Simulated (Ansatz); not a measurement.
The system is In.

```
In
1.0
    -1.62547    1.62547    2.47370
     1.62547   -1.62547    2.47370
     1.62547    1.62547   -2.47370
In
1
Direct
  0.00000 0.00000 0.00000
```

Base run:

| Quantity | Value |
| --- | --- |
| Program | Ansatz 0.2.0 |
| Functional | PBEsol |
| Potentials or basis | all-electron LAPW, non-relativistic |
| Cutoff | 179 eV |
| Density cutoff | 715 eV |
| Basis error allowed | 0.001 eV/atom |
| k mesh | 11 × 11 × 11 |
| Occupations | fermi-dirac, width 0.05 eV |
| Spin | no spin polarisation |

Its results: pressure -0.6 GPa.

**Question.** After a change of settings the same cell gave: pressure -1.1 GPa. Which change was it?
A. functional from PBEsol to LDA; potentials or basis from all-electron LAPW, non-relativistic to all-electron LAPW, scalar-relativistic
B. functional from PBEsol to PBE; potentials or basis from all-electron LAPW, non-relativistic to all-electron LAPW, scalar-relativistic
C. potentials or basis from all-electron LAPW, non-relativistic to all-electron LAPW, scalar-relativistic; k mesh from 11 × 11 × 11 to 8 × 8 × 8

**Answer.** C.

Caveats: relativity is left out, which matters for the heavier elements (some runs); the k mesh is thin for a metal, which can move the energy by tens of meV per atom (some runs).

Not every run made on this cell is shown here.
